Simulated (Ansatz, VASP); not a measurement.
## BAs: VASP beside Ansatz

The input INCAR:

```
PREC     = Accurate       # precision mode
ENCUT    = 520            # plane-wave cutoff, eV
EDIFF    = 1E-6           # SCF threshold, eV
ISMEAR   = 0              # smearing method
SIGMA    = 0.05           # smearing width, eV
LREAL    = False          # projectors in reciprocal space
LASPH    = True           # aspherical terms in the spheres
NELM     = 100            # most SCF steps
ALGO     = Normal         # electronic algorithm
ISIF     = 2              # what is computed and relaxed
LWAVE    = False          # write WAVECAR
LCHARG   = False          # write CHGCAR
NBANDS   = 11             # bands
```

File KPOINTS:

```
regular mesh
0
Gamma
  10 10 10
```

File POSCAR:

```
BAs
1.0
    0.0000000000      2.5795800000      2.1974200000
    2.5795800000      0.0000000000      2.1974200000
    2.5795800000      2.5795800000      0.0000000000
B As
1 1
Direct
    0.0000000000      0.0000000000      0.0000000000
    0.7500000000      0.7500000000      0.7500000000
```

Input for Ansatz:

```yaml
crystal:
  lattice:
    - [0.0, 2.57958, 2.19742]
    - [2.57958, 0.0, 2.19742]
    - [2.57958, 2.57958, 0.0]
  atoms:
    - { symbol: B, position: [0.0, 0.0, 0.0] }
    - { symbol: As, position: [0.75, 0.75, 0.75] }
basis:
  ecutwfc: 420
kpoints:
  mp_grid: { grid: [10, 10, 10] }
hamiltonian:
  xc: lda
scf:
  occupations: { method: gaussian, width: 0.05 }
output:
  forces: true
  stress: true
  eigenvalues: true
```

Change from the starting cell: strain +0.080 along x and y, -0.080 along z, atoms carried along.

Alike in both runs: task single point; functional LDA; k mesh 10 × 10 × 10; occupations gaussian, width 0.05 eV; no spin polarisation.

|  | VASP | Ansatz |
| --- | --- | --- |
| version | VASP 6.6.1 | Ansatz 0.2.0 |
| potentials or method | VASP PAW LDA potentials, release 64 (B, As) | scalar-relativistic, plane waves, PAW |
| plane-wave cutoff (eV) | 520 | 420 |
| valence electrons in the cell | 8 | 18 |

VASP gave:

* gap on the k mesh at the Fermi level (eV): none
* pressure (GPa): -11.5
* largest component of the traceless stress (GPa): 15.48

Which values does Ansatz return?

gap on the k mesh at the Fermi level (eV): none; pressure (GPa): -12.1; largest component of the traceless stress (GPa): 15.57.

A gap of «none» marks a metal or a gap that the smearing closes. The two sets of potentials don't hold the same shells in valence.
